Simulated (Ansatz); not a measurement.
A strain series on RbBr (rocksalt): uniaxial along z, other directions held

RbBr built on the rocksalt prototype, relaxed with r2SCAN in the plane-wave code Ansatz, then strained (uniaxial along z, other directions held; changes of length per length, axes as in the cell below) with the atoms relaxed again within the symmetry that is left. It is cubic, Fm-3m (No. 225); a = 6.922 Å in the conventional setting, 41.45 Å³ an atom. Rb is surrounded by 6 Br at 3.46 Å; Br is surrounded by 6 Rb at 3.46 Å. Calculated for a static, non-magnetic cell.

```
Rb Br
1.0
     0.00000    3.46083    3.46083
     3.46083    0.00000    3.46083
     3.46083    3.46083    0.00000
Rb Br
1 1
Direct
  0.00000 0.00000 0.00000
  0.50000 0.50000 0.50000
```

Gaps are the least over each mesh (PBE 6×6×6, r2SCAN 6×6×6, HSE06 4×4×4 when unstrained) and the special points, which keep their unstrained names; stress is the change from the unstrained cell, compression positive.

```tsv
strain (%)	gap, PBE (eV)	gap, r2SCAN (eV)	gap, HSE06 (eV)	edges, HSE06	stress along the strain, r2SCAN (GPa)	energy rise, r2SCAN (meV/atom)
-3.0	4.339	4.941	5.498	Γ	+1.29	4.9
0.0	4.291	4.893	5.443	Γ	0.00	0.0
+2.5	4.223	4.822	5.370	Γ	-0.72	2.3
```

**Question.** Estimate the row for a strain of -1.76 %.

**Answer.**
```tsv
strain (%)	gap, PBE (eV)	gap, r2SCAN (eV)	gap, HSE06 (eV)	edges, HSE06	stress along the strain, r2SCAN (GPa)	energy rise, r2SCAN (meV/atom)
-1.76	4.321	4.923	5.478	Γ	+0.69	1.6
```

Between zero and the nearest strains the slope of the HSE06 gap against strain is -0.020 eV per percent for negative and -0.029 for positive strain.

The runs are scalar-relativistic, without spin-orbit coupling.

The meshes of the hybrids are coarse, so their gaps aren't converged to the digits shown.
